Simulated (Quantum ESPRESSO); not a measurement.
Crystal: Ta2N.

```xyz
3
Lattice="3.1129 0.0000 0.0000 -1.5564 2.6958 0.0000 0.0000 0.0000 4.8698" Properties=species:S:1:pos:R:3 pbc="T T T"
Ta    0.0000    1.7972    1.2404
Ta    1.5564    0.8986    3.6294
N     0.0000    0.0000    0.0000
```

The cell comes from a database or a generator and needn't be the stable form of this composition.

Program: Quantum ESPRESSO 7.5. Alike in all runs: no spin polarisation; cell as given; smearing fermi-dirac 0.05 eV.

Question: Order these runs on this cell by their pressure, lowest first.
A. level PBEsol+U; potentials or basis GBRV 1.5 PBEsol; U Ta d U = 2 eV; k mesh 10 × 10 × 6; cutoff (eV) 762; mixing beta 0.3; hubbard projectors atomic
B. level PBEsol+U; potentials or basis GBRV 1.5 PBEsol; U Ta d U = 8 eV; k mesh 10 × 10 × 6; cutoff (eV) 762; mixing beta 0.3; hubbard projectors atomic
C. level PBEsol+U; potentials or basis GBRV 1.5 PBEsol; U Ta d U = 5 eV; k mesh 10 × 10 × 6; cutoff (eV) 762; mixing beta 0.3; hubbard projectors atomic
D. level PBEsol+U; potentials or basis GBRV 1.5 PBEsol; U Ta d U = 4 eV; k mesh 10 × 10 × 6; cutoff (eV) 762; mixing beta 0.3; hubbard projectors atomic
E. level PBEsol; potentials or basis PseudoDojo 0.4.1 SR PBEsol standard; k mesh 8 × 8 × 5; cutoff (eV) 1143; mixing beta 0.5; k mesh for the Wannier functions 6 × 6 × 4

Answer: B (-21.9 GPa), C (-17.2 GPa), D (-15.5 GPa), A (-12.3 GPa), E (-9.2 GPa).

Caveats: U without spin polarisation on a metal has little footing (some runs); the Wannier minimisation didn't converge (some runs).

Not every run made on this cell is shown here.
